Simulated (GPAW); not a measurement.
# TePb (Fm-3m) in GPAW: a series of runs

One crystal, TePb, is run at these levels: PBE; tasks: single point.

All numbers are computed with GPAW 26.7.0; they aren't measurements. Logs are shortened: lines on timing, memory, paths and dates and some standing lists are left out, and cuts for length are marked. The log counts tension as positive stress, the text compression.

### Step 1. The structure

The structure is cubic, space group Fm-3m (No. 225). Conventional cell: a = 6.462 Å, b = 6.462 Å, c = 6.462 Å, α = 90.00°, β = 90.00°, γ = 90.00°. Around Pb (site symmetry m-3m) lie 6 Te at 3.23 Å. Te (site symmetry m-3m) has 6 Pb at 3.23 Å as nearest neighbours.

### Step 2. Single point, PBE

run.py

```python
from ase import Atoms
from ase.dft.bandgap import bandgap
from ase.io import write
from ase.units import GPa
from gpaw import GPAW, PW

atoms = Atoms(['Pb', 'Te'],
              cell=[[0.0, 3.231, 3.231],
                    [3.231, 0.0, 3.231],
                    [3.231, 3.231, 0.0]],
              scaled_positions=[[0.0, 0.0, 0.0],
                                [0.5, 0.5, 0.5]],
              pbc=True)

calc = GPAW(mode=PW(600),
            xc='PBE',
            kpts={'size': (7, 7, 7), 'gamma': True},
            occupations={'name': 'methfessel-paxton', 'order': 0, 'width': 0.024},
            nbands=19,
            convergence={'density': 1e-05, 'energy': 1e-05},
            maxiter=150,
            txt='gpaw.txt')
atoms.calc = calc
energy = atoms.get_potential_energy()
forces = atoms.get_forces()
stress = atoms.get_stress()
calc.write('gs.gpw')
write('result.traj', atoms)
print(f'Energy: {energy:.6f} eV')
print('Forces (eV/A):')
print(forces.round(4))
print('Stress (GPa):', (stress / GPa).round(3))
print('Fermi level:', round(calc.get_fermi_level(), 4), 'eV')
print(f'Gap: {bandgap(calc)[0]:.4f} eV, direct: {bandgap(calc, direct=True)[0]:.4f} eV')
```

Potentials or basis: GPAW PAW data sets (gpaw-data 1.2.1), pw.

Launch:

```console
$ OMP_NUM_THREADS=1 python run.py
```

gpaw.txt:

```text
__  _  _
 | _ |_)|_||  |
 |__||  | ||/\| - 26.7.0

Input parameters:
  mode=PW(ecut=600.0),
  convergence={'density': 1e-05, 'energy': 1e-05},
  kpts=MonkhorstPack(size=(7, 7, 7), gamma=True),
  maxiter=150,
  nbands=19,
  occupations=Occupations(name='methfessel-paxton', order=0, width=0.024),
  xc=XC(name='PBE')

Diagonalizing LCAO Hamiltonian
Converting LCAO to pw mode

                 Te

       Pb

Atoms  # Å, Bohr magnetons
|   | symbol |        x |        y |        z |    initial magnetic moments |
|---|--------|----------|----------|----------|-----------------------------|
| 0 |     Pb | 0.000000 | 0.000000 | 0.000000 | ( 0.0000,  0.0000,  0.0000) |
| 1 |     Te | 3.231000 | 3.231000 | 3.231000 | ( 0.0000,  0.0000,  0.0000) |

Unit cell  # Å
| periodic |        x |        y |        z |  lengths |    angles |
|----------|----------|----------|----------|----------|-----------|
|      yes | 0.000000 | 3.231000 | 3.231000 | 4.569324 | 60.000000 |
|      yes | 3.231000 | 0.000000 | 3.231000 | 4.569324 | 60.000000 |
|      yes | 3.231000 | 3.231000 | 0.000000 | 4.569324 | 60.000000 |

Number of symmetries: 48
Symmetry operations  # r_c * U_cc + t_c -> r_c
|    | kind |            matrix            |
|----|------|------------------------------|
|  0 |  σ   |  1, 0, 0,  1, 0,-1,  1,-1, 0 |
|  1 |  C2  |  1, 0, 0,  1,-1, 0,  1, 0,-1 |
|  2 |  E   |  1, 0, 0,  0, 1, 0,  0, 0, 1 |
|  3 |  σ   |  1, 0, 0,  0, 0, 1,  0, 1, 0 |
|  4 |  C4  |  1, 0,-1,  1, 0, 0,  1,-1, 0 |
|  5 |  S6  |  1, 0,-1,  1,-1, 0,  1, 0, 0 |
|  6 |  σ   |  1, 0,-1,  0, 1,-1,  0, 0,-1 |
|  7 |  C3  |  1, 0,-1,  0, 0,-1,  0, 1,-1 |
|  8 |  S6  |  1,-1, 0,  1, 0, 0,  1, 0,-1 |
|  9 |  C4  |  1,-1, 0,  1, 0,-1,  1, 0, 0 |
| 10 |  C3  |  1,-1, 0,  0,-1, 1,  0,-1, 0 |
| 11 |  σ   |  1,-1, 0,  0,-1, 0,  0,-1, 1 |
| 12 |  σ   |  0, 1, 0,  1, 0, 0,  0, 0, 1 |
| 13 |  C4  |  0, 1, 0,  0, 1,-1, -1, 1, 0 |
| 14 |  C3  |  0, 1, 0,  0, 0, 1,  1, 0, 0 |
| 15 |  S6  |  0, 1, 0, -1, 1, 0,  0, 1,-1 |
| 16 |  C2  |  0, 1,-1,  1, 0,-1,  0, 0,-1 |
| 17 |  σ   |  0, 1,-1,  0, 1, 0, -1, 1, 0 |
| 18 |  S4  |  0, 1,-1,  0, 0,-1,  1, 0,-1 |
| 19 |  C4  |  0, 1,-1, -1, 1, 0,  0, 1, 0 |
| 20 |  C3  |  0, 0, 1,  1, 0, 0,  0, 1, 0 |
| 21 |  σ   |  0, 0, 1,  0, 1, 0,  1, 0, 0 |
| 22 |  S6  |  0, 0, 1,  0,-1, 1, -1, 0, 1 |
| 23 |  C4  |  0, 0, 1, -1, 0, 1,  0,-1, 1 |
| 24 |  S4  |  0, 0,-1,  1, 0,-1,  0, 1,-1 |
| 25 |  C3  |  0, 0,-1,  0, 1,-1,  1, 0,-1 |
| 26 |  C2  |  0, 0,-1,  0,-1, 0, -1, 0, 0 |
| 27 |  S6  |  0, 0,-1, -1, 0, 0,  0,-1, 0 |
| 28 |  S4  |  0,-1, 1,  1,-1, 0,  0,-1, 0 |
| 29 |  C4  |  0,-1, 1,  0, 0, 1, -1, 0, 1 |
| 30 |  C2  |  0,-1, 1,  0,-1, 0,  1,-1, 0 |
| 31 |  σ   |  0,-1, 1, -1, 0, 1,  0, 0, 1 |
| 32 |  C3  |  0,-1, 0,  1,-1, 0,  0,-1, 1 |
| 33 |  S6  |  0,-1, 0,  0, 0,-1, -1, 0, 0 |
| 34 |  S4  |  0,-1, 0,  0,-1, 1,  1,-1, 0 |
| 35 |  C2  |  0,-1, 0, -1, 0, 0,  0, 0,-1 |
| 36 |  C2  | -1, 1, 0,  0, 1, 0,  0, 1,-1 |
| 37 |  S6  | -1, 1, 0,  0, 1,-1,  0, 1, 0 |
| 38 |  S4  | -1, 1, 0, -1, 0, 1, -1, 0, 0 |
| 39 |  C3  | -1, 1, 0, -1, 0, 0, -1, 0, 1 |
| 40 |  S6  | -1, 0, 1,  0, 0, 1,  0,-1, 1 |
| 41 |  C2  | -1, 0, 1,  0,-1, 1,  0, 0, 1 |
| 42 |  C3  | -1, 0, 1, -1, 1, 0, -1, 0, 0 |
| 43 |  S4  | -1, 0, 1, -1, 0, 0, -1, 1, 0 |
| 44 |  C2  | -1, 0, 0,  0, 0,-1,  0,-1, 0 |
| 45 |  i   | -1, 0, 0,  0,-1, 0,  0, 0,-1 |
| 46 |  σ   | -1, 0, 0, -1, 1, 0, -1, 0, 1 |
| 47 |  C2  | -1, 0, 0, -1, 0, 1, -1, 1, 0 |

BZ-sampling:
  Number of BZ points: 343
  Number of IBZ points: 20

  Monkhorst-Pack size: [7, 7, 7]
  Monkhorst-Pack shift: [0, 0, 0]

K-points  # in reciprocal-cell coordinates
|     |                                coordinates |     weight |
|-----|--------------------------------------------|------------|
|   0 | (  0.00000000,   0.00000000,   0.00000000) | 0.00291545 |
|   1 | (  0.14285714,   0.14285714,   0.00000000) | 0.01749271 |
|   2 | (  0.14285714,   0.14285714,   0.14285714) | 0.02332362 |
|   3 | (  0.28571429,   0.14285714,   0.14285714) | 0.03498542 |
|   4 | (  0.28571429,   0.28571429,   0.00000000) | 0.01749271 |
|   5 | (  0.28571429,   0.28571429,   0.14285714) | 0.06997085 |
|   6 | (  0.28571429,   0.28571429,   0.28571429) | 0.02332362 |
|   7 | (  0.42857143,  -0.28571429,  -0.28571429) | 0.03498542 |
|   8 | (  0.42857143,   0.28571429,  -0.42857143) | 0.13994169 |
|   9 | (  0.42857143,   0.28571429,  -0.28571429) | 0.06997085 |
| ... |                                            |            |
|  19 | (  0.42857143,   0.42857143,   0.42857143) | 0.02332362 |

Plane wave coefficients: 2259
Cutoff: 600.0 eV

Spin-components: 1 (collinear spins)
Bands:           19
Projectors:      11
Spin-degeneracy: 2
Datatype:        complex128

Parallelization:
  kpt:    1
  domain: 1
  band:   1

Density:
  Valence electrons: 20.0
  Components: 1
  Grid points: [27 27 27]
  Charge: 0.0  # |e|

Potential:
  Grid points: [27 27 27]

species:
  Pb:
    name:    Lead
    Z:       82.0
    valence: 14
    core:    68
    charge:  0.0  # [|e|]
    compensation charges:
      type: gauss
      rc: 0.38  # [Å]
      lmax: 2
    cutoffs:
      filter: 2.36  # [Å]
      core: 2.43  # [Å]
    projectors
    | kind |    occ | energy [eV] | rcut [Å] |
    |------|--------|-------------|----------|
    |   6s |  2.000 |     -11.969 |    1.259 |
    |   6p |  2.000 |      -3.506 |    1.275 |
    |   5d | 10.000 |     -21.211 |    1.217 |
    |    s |        |      15.243 |    1.259 |
    |    p |        |      23.705 |    1.275 |
    |    d |        |       6.001 |    1.217 |

    Using partial waves for Pb as LCAO basis

  Te:
    name:    Tellurium
    Z:       52.0
    valence: 6
    core:    46
    charge:  0.0  # [|e|]
    compensation charges:
      type: gauss
      rc: 0.36  # [Å]
      lmax: 2
    cutoffs:
      filter: 2.09  # [Å]
      core: 3.17  # [Å]
    projectors
    | kind |    occ | energy [eV] | rcut [Å] |
    |------|--------|-------------|----------|
    |   5s |  2.000 |     -15.089 |    1.180 |
    |   5p |  4.000 |      -5.955 |    1.196 |
    |    s |        |      12.123 |    1.180 |
    |    p |        |      21.256 |    1.196 |
    |    d |        |       0.000 |    1.238 |

    Using partial waves for Te as LCAO basis

Reference energy: -752065.146798  # eV

eigensolver:
  PPCG
  Converge bands: occupied
  niter=2

density mixing:
  MSR1-Mixer
  Pratt-step length: 0.05
  Maximum mixing coefficient: 0.75
  Old densities: 10
  SVD Regularization: 0.005
  Good broyden scale: 1.0
  Trust region scale: 1.0
  Backstep threshold: 4.0
  History deletion threshold: 6.0
  Fourier metric: weight=20.0, sigma=0.015

occupation numbers:
  Methfessel-Paxton:
    width: 0.0240  # eV
    order: 0

poisson solver:
  ecut: 4800.0  # eV

xc functional:
  name: PBE with 2 nearest neighbor stencil

convergence criteria:
- Maximum integral of absolute [dens]ity change: 1e-05 electrons / valence electron
- Maximum [total energy] change in last 3 cyles: 1e-05 eV / valence electron
- Maximum integral of absolute [eigenst]ate change: 4e-08 eV^2 / valence electron
maximum number of iterations: 150

SCF iterations
|iter     | |      energy | eigst |  dens |
|---------|-|-------------|-------|-------|
|iter:   1| |   -7.906723 | -0.15 |       |
|iter:   2| |   -7.885178 | -1.98 | -1.35 |
|iter:   3| |   -7.799380 | -2.12 | -1.40 |
|iter:   4| |   -7.801135 | -3.78 | -1.99 |
|iter:   5| |   -7.801587 | -4.32 | -2.42 |
|iter:   6| |   -7.801598 | -5.83 | -3.31 |
|iter:   7| |   -7.801599c| -6.77 | -3.87 |
|iter:   8| |   -7.801599c| -7.78c| -4.62 |
|iter:   9| |   -7.801599c| -7.99c| -5.53c|

Converged in 9 steps
Energy contributions relative to reference atoms: (reference = -752065.146798)

Energy contributions:
  Kinetic:          19.814604
  Coulomb:         -20.111307
  Zero:              0.141643
  External:          0.000000
  Xc:               -7.646539
  Entropy:          -0.000000
  Spinorbit:         0.000000
  ----------------------------
  Free energy:      -7.801599
  Extrapolated:     -7.801599

dipole moment: (-27.309957, -27.309957, -27.309957)  # |e|*Ang

Fermi level: 6.249
Eigenvalues  # (at kpt = [0.000, 0.000, 0.000])
| band index |      eig [eV] | occ [0-2] |
|------------|---------------|-----------|
|          0 |       -11.048 |     2.000 |
|        ... |               |           |
|          2 |       -11.035 |     2.000 |
|          3 |       -11.035 |     2.000 |
|          4 |       -11.035 |     2.000 |
|          5 |        -6.329 |     2.000 |
|          6 |         0.142 |     2.000 |
|          7 |         4.302 |     2.000 |
[... 9 lines left out ...]
|         17 |        13.308 |     0.000 |
|         18 |        13.717 |     0.000 |

Gap: 0.980 eV
Transition (v -> c):
  (s=0, k=19, n=9, [0.43, 0.43, 0.43]) -> (s=0, k=19, n=10, [0.43, 0.43, 0.43])
No difference between direct/indirect transitions

Forces  # eV/Ang
|        x |        y |        z |
|----------|----------|----------|
|  0.00000 | -0.00000 |  0.00000 |  # Pb   0
| -0.00000 |  0.00000 | -0.00000 |  # Te   1

Stress tensor  # eV/Ang^3
|         x |         y |         z |
|-----------|-----------|-----------|
| -0.011411 |  0.000000 |  0.000000 |
|  0.000000 | -0.011411 |  0.000000 |
|  0.000000 |  0.000000 | -0.011411 |

# Writing to gs.gpw (mode='')
```

Run time: 15 s. Hardware: 1 thread of Arm Neoverse V2, shared host; peak memory 0.17 GiB.

Results:

| Item | Value |
| --- | --- |
| Free energy | -7.8016 eV |
| Pressure | 1.8 GPa |

Caveat: this odd mesh misses L, where the gap lies, so gap, dielectric constants and Born charges aren't listed. The run has no spin-orbit coupling, so splittings on Pb, Te are missing.

### Step 3. Single point, PBE

run.py: that of step 2 with these lines changed.

```diff
@@ -3,4 +3,5 @@
 from ase.io import write
-from ase.units import GPa
+from ase.units import Bohr, GPa
 from gpaw import GPAW, PW
+from gpaw.elf import elf_from_dft_calculation
 
@@ -17,3 +18,3 @@
             kpts={'size': (7, 7, 7), 'gamma': True},
-            occupations={'name': 'methfessel-paxton', 'order': 0, 'width': 0.024},
+            occupations={'name': 'methfessel-paxton', 'order': 0, 'width': 0.025},
             nbands=19,
@@ -34 +35,6 @@
 print(f'Gap: {bandgap(calc)[0]:.4f} eV, direct: {bandgap(calc, direct=True)[0]:.4f} eV')
+
+# fields on the real-space grid
+write('density.cube', atoms, data=calc.get_pseudo_density() * Bohr**3)
+write('potential.cube', atoms, data=calc.get_electrostatic_potential())
+write('elf.cube', atoms, data=elf_from_dft_calculation(calc).data)
```

Potentials or basis: GPAW PAW data sets (gpaw-data 1.2.1), pw.

Launch:

```console
$ OMP_NUM_THREADS=1 python run.py
```

Wall time 15 s (1 thread of Arm Neoverse V2, shared host); peak memory 0.17 GiB.

Results (log left out):

```
Free energy : -7.8016 eV
Pressure    : 1.8 GPa
```

Levels at points of the mesh, in eV from the Fermi level:
```
           k point  band 8  band 9  band 10  band 11  band 12  band 13
(0.00, 0.00, 0.00)   -1.95   -1.95    -1.95     3.47     3.47     3.47
```

Caveat: this odd mesh misses L, where the gap lies, so gap, dielectric constants and Born charges aren't listed.

[end of part 1 of 2]
